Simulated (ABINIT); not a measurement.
# Ga (Cmcm) in ABINIT: single point with PBEsol

Aim: the single point of Ga with PBEsol.

Everything below comes from runs of ABINIT 10.8.3 (patched build). Logs are shortened: lines on timing, memory, paths and dates and some standing lists are left out, and cuts for length are marked. The log counts tension as positive stress, the text compression.

**1. The structure**

Symmetry: Cmcm, No. 63, orthorhombic system. Conventional cell: a = 2.900 Å, b = 8.130 Å, c = 3.170 Å, α = 90.00°, β = 90.00°, γ = 90.00°. Around Ga (site symmetry m2m) lie 8 Ga at 2.68 to 2.90 Å.

This isn't the form of Ga at room conditions, which is orthorhombic.

**2. Single point, PBEsol**

Input file run.abi:

```
# Pseudopotentials
pp_dirpath "./"
pseudos "Ga.upf"

# Structure
acell 8.1558103505 8.1558103505 5.9904318151
rprim
     0.3359694209    -0.9418728939     0.0000000000
     0.3359694209     0.9418728939     0.0000000000
     0.0000000000     0.0000000000     1.0000000000
ntypat 1
znucl 31
natom 2
typat 1 1
xred
     0.1330000000     0.8670000000     0.7500000000
     0.8670000000     0.1330000000     0.2500000000
chkprim 0
chksymtnons 0
tolsym 1.0e-6

# Plane-wave basis
ecut 40.0

# k points
kptopt 1
ngkpt 8 8 6
nshiftk 1
shiftk 0.0 0.0 0.0

# Exchange and correlation
ixc -116133

# Bands and occupations
nband 17
occopt 3
tsmear 0.05 eV

# SCF cycle
nstep 100
tolvrs 1.0e-10

# Output
iomode 3
prtwf 0
prteig 0
prtebands 0
enunit 2
prtden 1
prtvha 1
prtvclmb 1
prtpot 1
prtelf 1
```

Potentials or basis: PseudoDojo NC SR PBEsol v0.4.1 standard.

Run with:

```bash
mpirun --bind-to none -np 4 abinit run.abi > log 2>&1
```

run.abo:

```text
.Version 10.8.3 of ABINIT
 Symmetries : space group Cm c m (# 63); Bravais oC (1-face-center ortho.)
================================================================================
 Values of the parameters that define the memory need of the present run
     intxc =       0    ionmov =       0      iscf =       7    lmnmax =       6
     lnmax =       6     mgfft =      48  mpssoang =       3    mqgrid =    3001
     natom =       2  nloc_mem =       1    nspden =       1   nspinor =       1
    nsppol =       1      nsym =       8    n1xccc =    2501    ntypat =       1
    occopt =       3   xclevel =       2
       mpw =        3077          nfft =       82944          nkpt =          84
================================================================================
================================================================================

--------------------------------------------------------------------------------
------------- Echo of variables that govern the present computation ------------
--------------------------------------------------------------------------------
 -outvars: echo values of preprocessed input variables --------
            acell      8.1558103505E+00  8.1558103505E+00  5.9904318151E+00 Bohr
              amu      6.97230000E+01
          chkprim           0
      chksymtnons           0
             ecut      4.00000000E+01 Hartree
           enunit           2
                       outvar_i_n : Printing only first  50 k-points.
              ixc     -116133
                       outvar_i_n : Printing only first  50 k-points.
         kptrlatt        8    0    0      0    8    0      0    0    6
          kptrlen      3.59425909E+01
            natom           2
            nband          17
            ngfft          48      48      36
             nkpt          84
            nstep         100
             nsym           8
           ntypat           1
                       prtocc : prtvol=0, do not print more k-points.
           occopt           3
        prtebands           0
           prteig           0
           prtelf           1
           prtpot           1
         prtvclmb           1
           prtvha           1
            prtwf           0
            rprim      3.3596942090E-01 -9.4187289390E-01  0.0000000000E+00
                       3.3596942090E-01  9.4187289390E-01  0.0000000000E+00
                       0.0000000000E+00  0.0000000000E+00  1.0000000000E+00
          spgroup          63
           tolsym      1.00000000E-06
           tolvrs      1.00000000E-10
           tsmear      1.83746611E-03 Hartree
            typat      1  1
                       outvars : Printing only first  50 k-points.
           xangst      1.4499999989E+00  2.9837099981E+00  2.3774999984E+00
                       1.4499999989E+00 -2.9837099981E+00  7.9249999947E-01
            xcart      2.7401028804E+00  5.6383947355E+00  4.4928238613E+00
                       2.7401028804E+00 -5.6383947355E+00  1.4976079538E+00
             xred      1.3300000000E-01  8.6700000000E-01  7.5000000000E-01
                       8.6700000000E-01  1.3300000000E-01  2.5000000000E-01
            znucl       31.00000

================================================================================

 chkinp: Checking input parameters for consistency.

================================================================================
== DATASET  1 ==================================================================

--- !DatasetInfo
iteration_state: {dtset: 1, }
dimensions: {natom: 2, nkpt: 84, mband: 17, nsppol: 1, nspinor: 1, nspden: 1, mpw: 3077, }
cutoff_energies: {ecut:  40.0, pawecutdg:  -1.0, }
electrons: {nelect:   2.60000000E+01, charge:   0.00000000E+00, occopt:   3.00000000E+00, tsmear:   1.83746611E-03, }
meta: {optdriver: 0, ionmov: 0, optcell: 0, iscf: 7, paral_kgb: 0, }
...

 Real(R)+Recip(G) space primitive vectors, cartesian coordinates (Bohr,Bohr^-1):
 R(1)=  2.7401029 -7.6817367  0.0000000  G(1)=  0.1824749 -0.0650894  0.0000000
 R(2)=  2.7401029  7.6817367  0.0000000  G(2)=  0.1824749  0.0650894  0.0000000
 R(3)=  0.0000000  0.0000000  5.9904318  G(3)=  0.0000000  0.0000000  0.1669329
 Unit cell volume ucvol=  2.5218219E+02 bohr^3
 Angles (23,13,12)=  9.00000000E+01  9.00000000E+01  1.40737003E+02 degrees

 getcut: wavevector=  0.0000  0.0000  0.0000  ngfft=  48  48  36
         ecut(hartree)=     40.000   => boxcut(ratio)=   2.06797

--- Pseudopotential description ------------------------------------------------
- pspini: atom type   1  psp file is ./Ga.upf
12 -116133 2 -1 1902                          pspcod,pspxc,lmax,lloc,mmax
     nproj     2     2     2

   1.27450386E+03                                ecore*ucvol(ha*bohr**3)
--------------------------------------------------------------------------------

================================================================================

--- !BeginCycle
iteration_state: {dtset: 1, }
solver: {iscf: 7, nstep: 100, nline: 4, wfoptalg: 0, }
tolerances: {tolvrs: 1.00E-10, }
...

     iter   Etot(hartree)      deltaE(h)  residm     vres2
 ETOT  1  -150.93814035917    -1.509E+02 7.563E-01 4.675E+02
 ETOT  2  -152.61078196842    -1.673E+00 8.302E-02 5.503E+02
 ETOT  3  -152.68866905184    -7.789E-02 2.230E-01 8.270E+01
 ETOT  4  -152.69658697137    -7.918E-03 9.488E-03 2.736E+01
 ETOT  5  -152.69987483345    -3.288E-03 2.263E-03 4.281E+00
 ETOT  6  -152.70048088088    -6.060E-04 7.307E-04 5.098E-02
 ETOT  7  -152.70048694648    -6.066E-06 4.308E-04 7.016E-03
 ETOT  8  -152.70048795266    -1.006E-06 2.185E-04 2.868E-05
 ETOT  9  -152.70048795724    -4.579E-09 1.277E-04 2.683E-08
 ETOT 10  -152.70048795725    -1.131E-11 2.802E-04 1.469E-10
 ETOT 11  -152.70048795725     1.819E-12 1.416E-04 1.440E-11

 At SCF step   11       vres2   =  1.44E-11 < tolvrs=  1.00E-10 =>converged.

 Compute ELF
--------------------------------------------------------------------------------

 Compute kinetic energy density

 Compute gradient of the electron density
 Electron Localization Function (ELF) [min:0;max:1]
)     Maximum=    4.9233E-01  at reduced coord.    0.9583    0.7500    0.7778
)     Minimum=    0.0000E+00  at reduced coord.    0.8542    0.1250    0.2500
   Integrated=    7.1412E+01

--------------------------------------------------------------------------------
 End of ELF section

 Cartesian components of stress tensor (hartree/bohr^3)
  sigma(1 1)=  1.21620045E-04  sigma(3 2)=  0.00000000E+00
  sigma(2 2)=  1.68775076E-05  sigma(3 1)=  0.00000000E+00
  sigma(3 3)= -7.57394869E-06  sigma(2 1)=  0.00000000E+00

--- !ResultsGS
iteration_state: {dtset: 1, }
comment   : Summary of ground state results
lattice_vectors:
- [  2.7401029,  -7.6817367,   0.0000000, ]
- [  2.7401029,   7.6817367,   0.0000000, ]
- [  0.0000000,   0.0000000,   5.9904318, ]
lattice_lengths: [   8.15581,    8.15581,    5.99043, ]
lattice_angles: [ 90.000,  90.000, 140.737, ] # degrees, (23, 13, 12)
lattice_volume:   2.5218219E+02
convergence: {deltae:  1.819E-12, res2:  1.440E-11, residm:  1.416E-04, diffor: null, }
etotal    :  -1.52700488E+02
entropy   :   0.00000000E+00
fermie    :   2.06013529E-01
cartesian_stress_tensor: # hartree/bohr^3
- [  1.21620045E-04,   0.00000000E+00,   0.00000000E+00, ]
- [  0.00000000E+00,   1.68775076E-05,   0.00000000E+00, ]
- [  0.00000000E+00,   0.00000000E+00,  -7.57394869E-06, ]
pressure_GPa:  -1.2840E+00
xred      :
- [  1.3300E-01,   8.6700E-01,   7.5000E-01, Ga]
- [  8.6700E-01,   1.3300E-01,   2.5000E-01, Ga]
cartesian_forces: # hartree/bohr
- [  9.72805288E-21,  -2.64744905E-03,  -0.00000000E+00, ]
- [ -9.72805288E-21,   2.64744905E-03,  -0.00000000E+00, ]
force_length_stats: {min:   2.64744905E-03, max:   2.64744905E-03, mean:   2.64744905E-03, }
...

 Integrated electronic density in atomic spheres:
 ------------------------------------------------
 Atom  Sphere_radius  Integrated_density
    1        2.00000         10.78375122
    2        2.00000         10.78375122
================================================================================

 ----iterations are completed or convergence reached----

 Mean square residual over all n,k,spin=   18.144E-08; max=  14.155E-05
 reduced coordinates (array xred) for    2 atoms
       0.133000000000      0.867000000000      0.750000000000
       0.867000000000      0.133000000000      0.250000000000
 rms dE/dt=  1.6605E-02; max dE/dt=  2.0337E-02; dE/dt below (all hartree)
    1      -0.020337006538      0.020337006538      0.000000000000
    2       0.020337006538     -0.020337006538      0.000000000000

 cartesian coordinates (angstrom) at end:
    1      1.44999999886832     2.98370999810060     2.37749999840149
    2      1.44999999886832    -2.98370999810060     0.79249999946716

 cartesian forces (hartree/bohr) at end:
    1      0.00000000000000    -0.00264744905225    -0.00000000000000
    2     -0.00000000000000     0.00264744905225    -0.00000000000000
 frms,max,avg= 1.5285054E-03 2.6474491E-03   0.000E+00  0.000E+00  0.000E+00 h/b

 cartesian forces (eV/Angstrom) at end:
    1      0.00000000000000    -0.13613730389704    -0.00000000000000
    2     -0.00000000000000     0.13613730389704    -0.00000000000000
 frms,max,avg= 7.8598909E-02 1.3613730E-01   0.000E+00  0.000E+00  0.000E+00 e/A
 length scales=  8.155810350500  8.155810350500  5.990431815100 bohr
              =  4.315868971003  4.315868971003  3.169999997869 angstroms
 Fermi (or HOMO) energy (hartree) =   0.20601   Average Vxc (hartree)=  -0.41229
 Eigenvalues (hartree) for nkpt=  84  k points:
 kpt#   1, nband= 17, wtk=  0.00260, kpt=  0.0000  0.0000  0.0000 (reduced coord)
  -0.35138   -0.35064   -0.34809   -0.34779   -0.34076   -0.33973   -0.33902   -0.33824
  -0.33808   -0.33239   -0.20846    0.12140    0.14668    0.31110    0.44607    0.49215
   0.52640
      occupation numbers for kpt#   1
   2.00000    2.00000    2.00000    2.00000    2.00000    2.00000    2.00000    2.00000
   2.00000    2.00000    2.00000    2.00000    2.00000    0.00000    0.00000    0.00000
   0.00000
 prteigrs : prtvol=0 or 1, do not print more k-points.

 Fermi (or HOMO) energy (eV) =   5.60591   Average Vxc (eV)= -11.21903
 Eigenvalues (   eV  ) for nkpt=  84  k points:
 kpt#   1, nband= 17, wtk=  0.00260, kpt=  0.0000  0.0000  0.0000 (reduced coord)
  -9.56149   -9.54138   -9.47189   -9.46386   -9.27260   -9.24450   -9.22534   -9.20406
  -9.19971   -9.04475   -5.67241    3.30358    3.99133    8.46537   12.13812   13.39206
  14.32415
 prteigrs : prtvol=0 or 1, do not print more k-points.

--- !EnergyTerms
iteration_state     : {dtset: 1, }
comment             : Components of total free energy in Hartree
kinetic             :  1.25196853141304E+02
hartree             :  4.01527002509256E+01
xc                  : -4.13974449074247E+01
Ewald energy        : -9.63907045295503E+01
psp_core            :  5.05390115610805E+00
local_psp           : -1.09225556682588E+02
non_local_psp       : -7.60899828794457E+01
internal            : -1.52700234450671E+02
'-kT*entropy'       : -2.53506582027680E-04
total_energy        : -1.52700487957253E+02
total_energy_eV     : -4.15519195775459E+03
band_energy         : -6.63060295909184E+00
...

 Cartesian components of stress tensor (hartree/bohr^3)
  sigma(1 1)=  1.21620045E-04  sigma(3 2)=  0.00000000E+00
  sigma(2 2)=  1.68775076E-05  sigma(3 1)=  0.00000000E+00
  sigma(3 3)= -7.57394869E-06  sigma(2 1)=  0.00000000E+00

-Cartesian components of stress tensor (GPa)         [Pressure= -1.2840E+00 GPa]
- sigma(1 1)=  3.57818526E+00  sigma(3 2)=  0.00000000E+00
- sigma(2 2)=  4.96553417E-01  sigma(3 1)=  0.00000000E+00
- sigma(3 3)= -2.22833264E-01  sigma(2 1)=  0.00000000E+00

== END DATASET(S) ==============================================================
================================================================================

 -outvars: echo values of variables after computation  --------
            acell      8.1558103505E+00  8.1558103505E+00  5.9904318151E+00 Bohr
           etotal     -1.5270048796E+02
            fcart      9.7280528798E-21 -2.6474490522E-03 -0.0000000000E+00
                      -9.7280528798E-21  2.6474490522E-03 -0.0000000000E+00
            rprim      3.3596942090E-01 -9.4187289390E-01  0.0000000000E+00
                       3.3596942090E-01  9.4187289390E-01  0.0000000000E+00
                       0.0000000000E+00  0.0000000000E+00  1.0000000000E+00
           strten      1.2162004502E-04  1.6877507587E-05 -7.5739486915E-06
                       0.0000000000E+00  0.0000000000E+00  0.0000000000E+00
           xangst      1.4499999989E+00  2.9837099981E+00  2.3774999984E+00
                       1.4499999989E+00 -2.9837099981E+00  7.9249999947E-01
             xred      1.3300000000E-01  8.6700000000E-01  7.5000000000E-01
                       8.6700000000E-01  1.3300000000E-01  2.5000000000E-01
 Calculation completed.
```

Run time: 98 s. Hardware: 4 MPI ranks of Intel Xeon Platinum 8175M at 2.50GHz (Skylake/Cascade Lake), shared host; peak memory 0.36 GiB.

What came out:

* Free energy: -4155.1920 eV
* Pressure: -1.3 GPa
* Largest force: 0.136 eV/Å
* Band gap on the k mesh: none (metal or under the smearing width)
* Valence electrons inside the program's atomic spheres: Ga 10.78 (radii [1.0584] Å)

Forces on the atoms (eV/Å):
```
Ga   0.000 -0.136  0.000
Ga   0.000  0.136  0.000
```
